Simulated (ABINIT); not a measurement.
The system is Te2Mo.

```
Te Mo
1.0
     3.51820    0.00000    0.00000
    -1.75910    3.04685    0.00000
     0.00000    0.00000   13.97360
Te Mo
4 2
Direct
  0.66667 0.33333 0.37900
  0.33333 0.66667 0.87900
  0.66667 0.33333 0.12100
  0.33333 0.66667 0.62100
  0.66667 0.33333 0.75000
  0.33333 0.66667 0.25000
```

Base run:

```yaml
Program: ABINIT 10.8.3 (patched build)
Functional: BLYP
Potentials_or_basis: JTH PAW PBE v2.0
Cutoff: 408 eV
k_mesh: 9 × 9 × 2
Occupations: fermi-dirac, width 0.05 eV
Spin: no spin polarisation
```

Its results: band gap on the k mesh 0.77 eV, indirect (least direct gap 1.04 eV); pressure 10.1 GPa; largest force 0.604 eV/Å.

Problem. The run is repeated on the same cell with these changes: functional from BLYP to LDA-PZ; potentials or basis from JTH PAW PBE v2.0 to JTH PAW LDA v2.0. What comes out?

Solution. Band gap on the k mesh 0.71 eV, indirect (least direct gap 1.03 eV); pressure -2.1 GPa; largest force 0.155 eV/Å.

Caveats: spin-orbit coupling is left out, which moves the levels of the heavy elements; the PAW data sets were made with another functional, which shifts forces and pressure a little (some runs); this functional lacks dispersion, which binds the layers, so the pressure and a relaxed spacing across them are unreliable (some runs).

A k mesh can miss the band edges.
